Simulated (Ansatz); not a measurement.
# HfO2: the cost of one run

All numbers below are computed with Ansatz 0.2.0 (DFT PBEsol, scalar-relativistic, plane waves, PAW).

4 further runs of the same task are left out: 4 set aside as unsound or not needed.

## 1. Starting point

The cell holds 23 atoms (Hf8O15): a = 6.691 Å, b = 7.264 Å, c = 7.264 Å, α = 90.91°, β = 116.23°, γ = 116.23°.

The coordinates of this cell stand in the input of its own run.

The host was relaxed before at PBEsol: a = 5.096 Å, b = 5.177 Å, c = 5.271 Å, α = 90.00°, β = 99.62°, γ = 90.00° (conventional cell), 11.424 Å³/atom.

Places, in fractions of the supercell: a vacancy on O at (0.980, 0.137, 0.396). Its neighbours start displaced at random by about 0.03 Å.

## 2. Band edges of the host over the zone

Contents of input.yaml:

```yaml
crystal:
  lattice:
    - [5.0956762374, 0.0, -0.0019234264]
    - [0.0, 5.1770571823, 0.0]
    - [-0.8783916844, 0.0, 5.1968913487]
  atoms:
    - { symbol: Hf, position: [0.2771467365, 0.4570458329, 0.7081795837] }
    - { symbol: Hf, position: [0.7228532635, 0.9570458329, 0.7918204163] }
    - { symbol: Hf, position: [0.7228532635, 0.5429541671, 0.2918204163] }
    - { symbol: Hf, position: [0.2771467365, 0.0429541671, 0.2081795837] }
    - { symbol: O, position: [0.4471346451, 0.7418166537, 0.9799930223] }
    - { symbol: O, position: [0.5528653549, 0.2418166537, 0.5200069777] }
    - { symbol: O, position: [0.5528653549, 0.2581833463, 0.0200069777] }
    - { symbol: O, position: [0.4471346451, 0.7581833463, 0.4799930223] }
    - { symbol: O, position: [0.0712348771, 0.3373418005, 0.3408778819] }
    - { symbol: O, position: [0.9287651229, 0.8373418005, 0.1591221181] }
    - { symbol: O, position: [0.9287651229, 0.6626581995, 0.6591221181] }
    - { symbol: O, position: [0.0712348771, 0.1626581995, 0.8408778819] }
basis:
  ecutwfc: 420
  xc_grid: 2
kpoints:
  mp_grid: { grid: [4, 4, 4] }
  band_path: { path: [VBM, CBM], npoints: 2 }
hamiltonian:
  xc: pbesol
scf:
  occupations: { method: gaussian, width: 0.02 }
output:
  forces: true
  stress: true
  eigenvalues: true
```

Command:

```console
$ ansatz run input.yaml --threads 8 --pin off --max-ram 16384MiB --backend cpu --events-out ev --progress --plain --runs-dir out
```

**Question.** How long does this run take on 8 threads of Arm Neoverse V2, shared host, and how much memory does it need?

About 19 s, with a peak of 1.1 GiB.
